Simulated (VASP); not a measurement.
A run of VASP 6.6.1 is set up as follows.

Contents of INCAR:

```
  ALGO = Normal
  EDIFF = 1E-7
  EDIFFG = -0.01
  ENCUT = 600
  GGA = PE
  IBRION = 2
  ISIF = 3
  ISMEAR = -1
  LASPH = T
  LCHARG = F
  LREAL = F
  LWAVE = F
  NELM = 100
  NSW = 60
  PREC = Accurate
  SIGMA = 0.05
```

Contents of KPOINTS:

```
k-points
0
Gamma
  7 7 4
```

File POSCAR:

```
CdS
1.0
    4.1500000000      0.0000000000      0.0000000000
   -2.0750000000      3.5940054257      0.0000000000
    0.0000000000      0.0000000000      6.7370000000
Cd S
2 2
Direct
    0.6666666667      0.3333333333      0.5000000000
    0.3333333333      0.6666666667      0.0000000000
    0.6666666667      0.3333333333      0.8750000000
    0.3333333333      0.6666666667      0.3750000000
```

Potentials or basis: VASP PAW PBE potentials, release 64 (Cd, S).

Run with:

```bash
$ cat potpaw_PBE.64/Cd/POTCAR potpaw_PBE.64/S/POTCAR > POTCAR
$ mpirun -np 1 vasp_std > vasp.out
```

Problem. Estimate the band gap on the k mesh.

Solution. 1.10 eV, direct.

Problem. What does it give for the relaxed volume?

Solution. 26.16 Å³/atom.

Step by step:
```csv
step,energy change (eV),largest force (eV/Å),pressure (GPa),volume (Å³)
1,0.0000,0.0693,2.38,100.48
2,-0.0279,0.0021,-0.67,106.02
3,-0.0308,0.0150,0.00,104.66
4,-0.0307,0.0141,-0.05,104.75
5,-0.0308,0.0073,0.01,104.64
```

Expect the measured gap to be larger: semilocal functionals such as PBE lack the derivative discontinuity. PBE usually gives volumes a little too large and moduli too small.
